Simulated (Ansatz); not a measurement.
Al: strain energy, fitted

Al, P6_3/mmc, a = 2.815 Å, c = 9.242 Å. This isn't the element's structure at ambient conditions. Ansatz: PBE+D3(BJ), PAW, 420 eV, Γ-centred 24×24×6 mesh on 4 atoms, Gaussian smearing 0.10 eV; no spin polarisation. Series: biaxial strain in the a-b plane, c and atoms relaxed; x is the strain in per cent. y is the free energy over the unstrained cell, V0 = 15.853 Å³/atom.

| x (%) | y (meV/atom) |
| --- | --- |
| -3.0 | 16.75 |
| -2.0 | ? |
| -1.0 | 1.39 |
| 0.0 | 0.00 |
| 1.0 | 2.09 |
| 2.0 | 6.93 |
| 3.0 | 13.51 |

Question: Fit y = c2 x² + c3 x³ to the other rows, turn c2 into a modulus, and predict the missing energy.

Answer: Least squares on the rows shown. y = 1.6963 x² − 0.056183 x³. In eV per unit strain² c2 is 16.96; M is the biaxial modulus (E = M V0 ε²): 16.96 × 160.2 / (15.853) = 171 GPa. The unstrained cell keeps some stress along the strain, worth a slope of 0.32 meV/atom per %, which the form leaves out. With a term in x⁴ added, the coefficient of x² becomes 1.927, 14 % more, which shows how far this figure hangs on the form. At x = -2.0 the fit asked for gives 7.23 meV/atom. The run gave 7.15 meV/atom, so the fit is 0.08 meV/atom too high, within the rms miss on the fitted rows (0.39 meV/atom).